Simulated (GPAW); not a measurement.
## BP in GPAW: the effect of functional

The system is BP.

```
P B
1.0
     0.00000    2.26900    2.26900
     2.26900    0.00000    2.26900
     2.26900    2.26900    0.00000
P B
1 1
Direct
  0.75000 0.75000 0.75000
  0.00000 0.00000 0.00000
```

Alike in all runs:

```yaml
Program: GPAW 26.7.0
Task: band structure
Cutoff: 800 eV
Basis: pw
k_mesh: 10 × 10 × 10
Occupations: fermi-dirac, width 0.05 eV
Spin: no spin polarisation
```

| functional | potentials or basis | gap on the mesh (eV) | pressure (GPa) |
| --- | --- | --- | --- |
| LDA | the program's PAW data sets (release 1.2.1) made for this functional | 1.19 | -5.0 |
| PBE | GPAW PAW data sets (gpaw-data 1.2.1) | ? | ? |
| PBEsol | PAW data sets generated in the run's folder for this functional | 1.14 | -1.7 |
| RPBE | the program's PAW data sets (release 1.2.1) made for this functional | 1.27 | 4.2 |
| revPBE | the program's PAW data sets (release 1.2.1) made for this functional | 1.26 | 3.5 |
| BLYP | PAW data sets generated in the run's folder for this functional | 1.51 | 6.2 |
| r2SCAN | GPAW PAW data sets (gpaw-data 1.2.1) | 1.42 | 0.1 |

Question: What does the run with functional PBE give?

Answer: gap on the mesh 1.24 eV; pressure 1.4 GPa.

Caveats: the PAW data sets were made with another functional, which shifts forces and pressure a little (some runs).

